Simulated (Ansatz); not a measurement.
TaN:

```
Ta N
1.0
     0.00000    2.21132    2.21132
     2.21132    0.00000    2.21132
     2.21132    2.21132    0.00000
Ta N
1 1
Direct
  0.50000 0.50000 0.50000
  0.00000 0.00000 0.00000
```

The cell comes from a database or a generator and needn't be the stable form of this composition.

Base run:

```yaml
Program: Ansatz 0.2.0
Functional: PBEsol
Potentials_or_basis: all-electron LAPW, scalar-relativistic
Cutoff: 355 eV (chosen from the basis error)
Basis_error_allowed: 0.001 eV/atom
k_mesh: 10 × 10 × 10
Occupations: fermi-dirac, width 0.05 eV
Spin: no spin polarisation
```

Its results: band gap on the k mesh none (metal or under the smearing width); pressure -10.7 GPa.

The run is repeated on the same cell with these changes: hubbard terms from none to Ta d U = 8 eV. What comes out?

Band gap on the k mesh none (metal or under the smearing width); pressure -2.4 GPa.

Caveats: U is the effective U less J, on atomic orbitals that reach past the spheres (some runs); U without spin polarisation on a metal has little footing (some runs).
